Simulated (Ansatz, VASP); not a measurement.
## One calculation of BaO, two programs

```
Ba O
1.0
     0.00000    2.76821    2.76821
     2.76821    0.00000    2.76821
     2.76821    2.76821    0.00000
Ba O
1 1
Direct
  0.00000 0.00000 0.00000
  0.50000 0.50000 0.50000
```

Change from the starting cell: volume scaled by 1.02.

Alike in both runs: task single point; functional PBE; k mesh 8 × 8 × 8; occupations fermi-dirac, width 0.05 eV; no spin polarisation.

|  | VASP | Ansatz |
| --- | --- | --- |
| version | VASP 6.6.1 | Ansatz 0.2.0 |
| potentials or method | VASP PAW PBE potentials, release 64 (Ba_sv, O) | Ansatz PAW |
| plane-wave cutoff (eV) | 520 | 420 |
| valence electrons in the cell | 16 | 16 |

VASP gave:

| Item | Value |
| --- | --- |
| gap on the k mesh at the Fermi level (eV) | 1.97 |
| least direct gap on the mesh (eV) | 1.97 |
| pressure (GPa) | 3.2 |

Which values does Ansatz return?

gap on the k mesh at the Fermi level (eV): 2.04; least direct gap on the mesh (eV): 2.04; pressure (GPa): 1.5.

Caveats: spin-orbit coupling is left out, which moves the levels of the heavy elements. A k mesh can miss the band edges.
